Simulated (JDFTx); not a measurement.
Crystal: Sn.

```
Sn
1.0
    -2.94014    2.94014    1.59930
     2.94014   -2.94014    1.59930
     2.94014    2.94014   -1.59930
Sn
2
Cartesian
  0.0000 0.0000 0.0000
  0.0000 2.9401 0.7997
```

| Item | Value |
| --- | --- |
| Program | JDFTx 1.7.0 (patched build) |
| Task | single point |
| Functional | PBEsol |
| Potentials or basis | PseudoDojo-SR-PBEsol-0.4.1-standard with smoothed tails |
| Cutoff | 980 eV |
| Density cutoff | 7837 eV |
| k mesh | 9 × 9 × 9 |
| Occupations | fermi-dirac, width 0.05 eV |
| Spin | no spin polarisation |

On this cell: pressure -1.4 GPa; largest force under 0.003 eV/Å; band gap on the k mesh none (metal or under the smearing width).

The same run follows on a disturbed copy (atoms moved at random, drawn with an rms of 0.05 Å):

```xyz
2
Lattice="-2.9401 2.9401 1.5993 2.9401 -2.9401 1.5993 2.9401 2.9401 -1.5993" Properties=species:S:1:pos:R:3 pbc="T T T"
Sn   -0.0709   -0.0015    0.0234
Sn   -0.0164    2.9513    0.7910
```

**Question.** What does the disturbed cell give?

**Answer.** The energy (extrapolated to zero smearing) moves by +2.6 meV/atom; pressure -1.3 GPa; largest force 0.180 eV/Å; band gap on the k mesh none (metal or under the smearing width).

Forces in eV/Å, atoms in the order of the input:
```
Sn   0.175  0.045 -0.006
Sn  -0.175 -0.045  0.006
```

Stress tensor (GPa, compression positive):
```
-1.27 -0.02  0.30
-0.02 -0.98 -0.07
 0.30 -0.07 -1.65
```
